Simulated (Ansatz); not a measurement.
# In (I4/mmm) in Ansatz: a series of runs

One crystal, In, is run at these levels: PBE; tasks: single point.

All numbers are computed with Ansatz 0.2.0; they aren't measurements. Logs are shortened: lines on timing, memory, paths and dates and some standing lists are left out, and cuts for length are marked.

## Step 1: Starting point

The structure is tetragonal, space group I4/mmm (No. 139). The conventional cell has a = 3.251 Å, b = 3.251 Å, c = 4.947 Å, α = 90.00°, β = 90.00°, γ = 90.00°. In (site symmetry 4/mmm) has 12 In at 3.25 to 3.38 Å as nearest neighbours.

## Step 2: Single point, PBE

File input.yaml:

```yaml
crystal:
  lattice:
    - [-1.62547, 1.62547, 2.4737]
    - [1.62547, -1.62547, 2.4737]
    - [1.62547, 1.62547, -2.4737]
  atoms:
    - { symbol: In, position: [0.0, 0.0, 0.0] }
hamiltonian:
  xc: pbe
  pseudopotentials: { kind: paw }
kpoints:
  mp_grid: { grid: [11, 11, 11] }
scf:
  occupations: { method: gaussian, width: 0.022 }
output:
  forces: true
  stress: true
  eigenvalues: true
  write_density: true
  write_potential: true
  elf: true
  volumetric_format: npy
```

Potentials or basis: Ansatz PAW.

Command:

```bash
$ ansatz run input.yaml --threads 2 --pin off --max-ram 5632MiB --backend cpu --events-out ev --progress --plain --runs-dir out
```

Output:

```text
Warning: RAYON_NUM_THREADS=2 ignored (pool sized by the plan → 2); use --threads N
Engine: ansatz 0.2.0, aarch64-unknown-linux-gnu
Pseudopotentials: kind: paw
Pseudopotential: In, paw, valence charge 13, recommended cutoff 420 eV (normal), In.paw.azcp
Functional definition: PBE
  parameter kappa = 0.804
  parameter beta = 0.06672455060314922
  exchange = pbe_x(kappa = kappa, mu = beta*pi^2/3)
  correlation = pbe_c(beta = beta)
Crystal: 1 atoms, lattice volume = 26.144 Å³
Basis set: ecut = 420 eV, 533 PW (Γ), exchange–correlation on 48×48×48 points (8 copies of the dense FFT grid, shifted against one another)
Bands: 11, of which v1, the nominal top of the filled ones, is band 7 counted from 1 (6 counted from 0)
Symmetry: 16 space group operations
Space group: I4/mmm (ITA 139), of the structure as read, at distance tolerance 3.0e-5 Å
k-points: 126 of 1331
Non-local potential: In, projectors of the file, l = 0: 2, l = 1: 2, l = 2: 2, l = 3: 2
PAW form: soft (Blöchl's): semilocal exchange-correlation on the pseudo side does not see the compensation charge
PAW one-centre angular grid: In, 590 points (default); XC on 64 Gauss nodes
Initial density: superposition of atomic densities (neutral atoms: chi_scale 0, normalization atom), corrected by the library's trained network
Initial wavefunctions: pseudopotential atomic-orbital guess
Functional: x = pbe(κ = 0.804, μ = 0.2195149727645171), c = pbe(β = 0.06672455060314922)
SCF iter   1: F=—  HF=-5597.835831 eV  |F-HF|=—  |Δ(HF+E_count)|=         —  Δρ=9.88e-4  dr2=1.71e-4  ethr=1.77e-3  ⟨swp⟩=5.9  Hψ=8435  notcnv=0
preconditioner: auto → none  [insulator: Δε(μ)=0.038 eV  Ē_g=19.724 eV  σ=0.022 eV  W_gap=0.77  n_scr=8 (ndim 8)  ℏωp=26.2 eV  f_vac=0.000  D(μ)=0.33/eV (n_scr^D=0)  ε∞_Penn≈2.8]
SCF iter   2: F=—  HF=-5597.835316 eV  |F-HF|=—  |Δ(HF+E_count)|=   5.15e-4  Δρ=4.15e-4  dr2=3.31e-5  ethr=1.31e-6  ⟨swp⟩=2.4  Hψ=3395  notcnv=0
SCF iter   3: F=—  HF=-5597.835329 eV  |F-HF|=—  |Δ(HF+E_count)|=   1.27e-5  Δρ=2.08e-4  dr2=7.09e-6  ethr=2.54e-7  ⟨swp⟩=2.0  Hψ=2110  notcnv=0
SCF iter   4: F=—  HF=-5597.835325 eV  |F-HF|=—  |Δ(HF+E_count)|=   3.25e-6  Δρ=7.21e-5  dr2=8.34e-7  ethr=5.45e-8  ⟨swp⟩=2.4  Hψ=2112  notcnv=0
iter 5 did not close the SCF: its close was put off for the readings that it lacked (scf_convergence_deferred on its scf_iter line)
SCF iter   5: F=-5597.835325 eV  HF=-5597.835325 eV  |F-HF|=6.53e-10  |Δ(HF+E_count)|=   3.90e-7  Δρ=1.78e-6  dr2=3.73e-10  ethr=6.42e-9  ⟨swp⟩=2.0  Hψ=1972  notcnv=0
SCF iter   6: F=-5597.835325 eV  HF=-5597.835325 eV  |F-HF|=3.64e-12  |Δ(HF+E_count)|=  3.63e-10  Δρ=2.79e-7  dr2=7.43e-12  ethr=2.87e-12  ⟨swp⟩=6.0  Hψ=7052  notcnv=0
SCF 1 converged in 6 iterations: F = -5597.835325 eV  dr2 = 7.43e-12
SCF converged after 6 iterations
Free energy (F): -5597.835325 eV
Harris-Foulkes:  -5597.835325 eV  (|F-HF|=3.64e-12)
Internal energy: -5597.835245 eV  (E = F + TS)
E sigma→0 (E₀):  -5597.835285 eV
Entropy (-TS):   -0.000080 eV (-0.080 meV/atom)
Fermi energy:    10.309850 eV
--- Per-component energies (eV) ---
  E_band       = -23.277548
  E_kinetic    = 241.440151
  E_local      = -1074.594507  (includes V_loc(G=0)·N_el)
  E_nonlocal   = 366.075984
  E_hartree    = 421.412403
  E_xc         = -216.066165
  E_vxc        = -100.073271  (∫ρ·V_xc dr)
  E_paw        = -4152.135990  (= ΣΔE_a)
  E_vpaw       = -298.950819  (= ΣTr[D̂ρ^β])
  E_aug_tail   = 0.000025  (compensation charges beyond the density's cutoff)
  E_ewald      = -1183.967147
  E_smearing   = -0.000080  (= −TS)
  E_closure    = 0.000000  (closes the sum)
  Σ components = -5597.835325   (vs F -5597.835325, Δ=0.00e0)
--- Forces (eV/Å), atoms counted from 1 ---
  atom   1  In    -0.00000000     0.00000000     0.00000000
  max |Σ_I F_I| component: 4.93e-32 eV/Å
--- Stress (GPa, compression-positive) ---
        2.221467      -0.000000      -0.000000
       -0.000000       2.221467       0.000000
       -0.000000       0.000000       1.591000
  P = ⅓ Tr σ = 2.0113 GPa (20.113 kbar)
--- Band table (eV; the first three rows and the last of 126) ---
  k-point 0: bands = ["-4.4396", "-4.3347", "-4.3347", "-4.2541", "-4.1489", "0.7196", "20.8167", "20.8167", "20.9902", "21.8365", "24.2134"]
  k-point 1: bands = ["-4.4042", "-4.3538", "-4.3136", "-4.2458", "-4.1631", "0.9730", "19.4455", "19.6387", "19.9644", "20.8746", "25.5739"]
  k-point 2: bands = ["-4.4048", "-4.3071", "-4.2602", "-4.2552", "-4.1715", "1.7406", "17.4402", "17.6916", "18.3715", "19.5954", "21.7796"]
  k-point 125: bands = ["-4.5931", "-4.4782", "-4.0581", "-4.0370", "-4.0205", "7.4282", "7.7496", "13.6551", "15.1536", "18.5361", "20.0105"]
```

Run time: 1.7 s. Hardware: 2 threads of Arm Neoverse V1, shared host; peak memory 0.31 GiB.

What came out:

```
Free energy            : -5597.8353 eV
Pressure               : 2.0 GPa
Band gap on the k mesh : none (metal or under the smearing width)
```

Stress tensor (GPa, compression positive):
```
2.22 0.00 0.00
0.00 2.22 0.00
0.00 0.00 1.59
```

## Step 3: Single point, PBE

input.yaml, as its differences from that of step 2:

```diff
@@ -13,3 +13,3 @@
 scf:
-  occupations: { method: gaussian, width: 0.022 }
+  occupations: { method: gaussian, width: 0.023 }
 output:
@@ -18,5 +18 @@
   eigenvalues: true
-  write_density: true
-  write_potential: true
-  elf: true
-  volumetric_format: npy
```

Potentials or basis: Ansatz PAW.

Command:

```bash
$ ansatz run input.yaml --threads 2 --pin off --max-ram 5632MiB --backend cpu --events-out ev --progress --plain --runs-dir out
```

It took 1.3 s on 2 threads of Arm Neoverse V1, shared host; peak memory 0.31 GiB.

Results (log left out):

```yaml
Free_energy: -5597.8353 eV
Pressure: 2.0 GPa
Band_gap_on_the_k_mesh: none (metal or under the smearing width)
```

Stress tensor (GPa, compression positive):
```
2.22 0.00 0.00
0.00 2.22 0.00
0.00 0.00 1.59
```

Levels at points of the mesh, in eV from the Fermi level:
```
           k point  band 4  band 5  band 6  band 7  band 8  band 9
(0.00, 0.00, 0.00)  -14.56  -14.46   -9.59   10.51   10.51   10.68
```

## Step 4: Single point, PBE

input.yaml, as its differences from that of step 3:

```diff
@@ -13,3 +13,3 @@
 scf:
-  occupations: { method: gaussian, width: 0.023 }
+  occupations: { method: gaussian, width: 0.024 }
 output:
```

Command:

```bash
$ ansatz run input.yaml --threads 2 --pin off --max-ram 5632MiB --backend cpu --events-out ev --progress --plain --runs-dir out
```

It took 1.3 s on 2 threads of Arm Neoverse V1, shared host; peak memory 0.3 GiB.

Results (log left out):

```
Free energy            : -5597.8353 eV
Pressure               : 2.0 GPa
Band gap on the k mesh : none (metal or under the smearing width)
```

Stress tensor (GPa, compression positive):
```
2.22 0.00 0.00
0.00 2.22 0.00
0.00 0.00 1.60
```

Levels at points of the mesh, in eV from the Fermi level:
```csv
k point,band 2,band 3,band 4,band 5,band 6,band 7,band 8,band 9,band 10,band 11
"(0.00, 0.00, 0.00)",-14.64,-14.64,-14.56,-14.46,-9.59,10.51,10.51,10.68,11.53,13.90
```

## Step 5: Single point, PBE

input.yaml, as its differences from that of step 4:

```diff
@@ -13,3 +13,3 @@
 scf:
-  occupations: { method: gaussian, width: 0.024 }
+  occupations: { method: gaussian, width: 0.025 }
 output:
@@ -18 +18,5 @@
   eigenvalues: true
+  write_density: true
+  write_potential: true
+  elf: true
+  volumetric_format: npy
```

Command:

```bash
$ ansatz run input.yaml --threads 2 --pin off --max-ram 5632MiB --backend cpu --events-out ev --progress --plain --runs-dir out
```

Wall time 1.7 s (2 threads of Arm Neoverse V1, shared host); peak memory 0.31 GiB.

The run converged. Its results:

| Quantity | Value |
| --- | --- |
| Free energy | -5597.8353 eV |
| Pressure | 2.0 GPa |
| Band gap on the k mesh | none (metal or under the smearing width) |

Stress tensor (GPa, compression positive):
```
2.22 0.00 0.00
0.00 2.22 0.00
0.00 0.00 1.60
```

Levels at points of the mesh, in eV from the Fermi level:
| k point | band 2 | band 3 | band 4 | band 5 | band 6 | band 7 | band 8 | band 9 | band 10 | band 11 |
| --- | --- | --- | --- | --- | --- | --- | --- | --- | --- | --- |
| (0.00, 0.00, 0.00) | -14.65 | -14.65 | -14.56 | -14.46 | -9.59 | 10.51 | 10.51 | 10.68 | 11.53 | 13.90 |

## Step 6: Single point, PBE

input.yaml, as its differences from that of step 5:

```diff
@@ -13,3 +13,3 @@
 scf:
-  occupations: { method: gaussian, width: 0.025 }
+  occupations: { method: gaussian, width: 0.026 }
 output:
@@ -18,5 +18 @@
   eigenvalues: true
-  write_density: true
-  write_potential: true
-  elf: true
-  volumetric_format: npy
```

Potentials or basis: Ansatz PAW.

Command:

```bash
$ ansatz run input.yaml --threads 2 --pin off --max-ram 5632MiB --backend cpu --events-out ev --progress --plain --runs-dir out
```

Wall time 1.3 s (2 threads of Arm Neoverse V1, shared host); peak memory 0.31 GiB.

It converged, with:

| Item | Value |
| --- | --- |
| Free energy | -5597.8353 eV |
| Pressure | 2.0 GPa |
| Band gap on the k mesh | none (metal or under the smearing width) |

Stress tensor (GPa, compression positive):
```
2.21 0.00 0.00
0.00 2.21 0.00
0.00 0.00 1.60
```

Levels at points of the mesh, in eV from the Fermi level:
```
           k point  band 4  band 5  band 6  band 7  band 8  band 9
(0.00, 0.00, 0.00)  -14.56  -14.46   -9.59   10.51   10.51   10.68
```

## Step 7: The runs side by side

```tsv
smearing	gap on the mesh (eV)	pressure (GPa)
gaussian 0.022 eV	none	2.0
gaussian 0.023 eV	none	2.0
gaussian 0.024 eV	none	2.0
gaussian 0.025 eV	none	2.0
gaussian 0.026 eV	none	2.0
```

Alike in all rows: task single point; level PBE; potentials or basis Ansatz PAW; no spin polarisation; cell as given; k mesh 11 × 11 × 11; cutoff (eV) 420.

Every run on the cell as given and a fine mesh finds a metal.

Absolute energies hang on the potentials; compare differences alone.
